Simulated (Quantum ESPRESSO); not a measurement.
Runs of Quantum ESPRESSO 7.5 on HfO2. It takes space group Fm-3m (No. 225, cubic). The conventional cell has a = 5.115 Å, b = 5.115 Å, c = 5.115 Å, α = 90.00°, β = 90.00°, γ = 90.00°. Around Hf (site symmetry m-3m) lie 8 O at 2.21 Å. O (site symmetry -43m) is surrounded by 4 Hf at 2.21 Å. Measurements of this composition are mostly on another form, of space group No. 14.

```csv
level,form of the LDA correlation,gap on the mesh (eV),pressure (GPa)
AM05,-,3.72,(b)
LDA,PZ81,3.52,-18.8
RPBE,-,3.94,3.6
PBEsol,-,3.69,(a)
```

Alike in all rows: task band structure; potentials or basis SG15 PBE 1.2; no spin polarisation; cell as given; k mesh 9 × 9 × 9; cutoff (eV) 1197; smearing fermi-dirac 0.05 eV.

Q: Fill in the values left out.

A: (a) -10.4; (b) -9.9.

Caveats: the potentials were made for another functional, which shifts forces and pressure; spin-orbit coupling is left out, which moves the levels of the heavy elements; the mesh misses the band edges, which the band path finds closer together.

A k mesh can miss the band edges, and the runs leave out spin-orbit coupling on Hf.

Runs at the PBE level aren't shown here.
